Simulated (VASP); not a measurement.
Data:

```
InN
1.0
    1.77077    -3.06707     0.00000
    1.77077     3.06707     0.00000
    0.00000     0.00000     5.71272
In N
2 2
Direct
  0.66667   0.33333   0.49987
  0.33333   0.66667   0.99987
  0.66667   0.33333   0.87913
  0.33333   0.66667   0.37913
```

All values below come from SCAN meta-GGA, VASP's PBE PAW potentials (set 64) (plane waves; VASP 6.6.1). Settings: 520 eV cut-off, 11×11×6 Γ-centred mesh, tetrahedra with Blöchl corrections, potentials In_d N.

The cores are frozen, which limits the accuracy of field gradients.

Question: Give the principal components of the electric field gradient (V/Å²) and the asymmetry η at each nucleus.

Answer: 
```tsv
atom	Vxx	Vyy	Vzz	η
In1	-5.7	-5.7	11.4	0.00
In2	-5.7	-5.7	11.4	0.00
N3	0.4	0.4	-0.7	0.00
N4	0.4	0.4	-0.7	0.00
```

The compound is InN in the wurtzite structure. It was relaxed first.
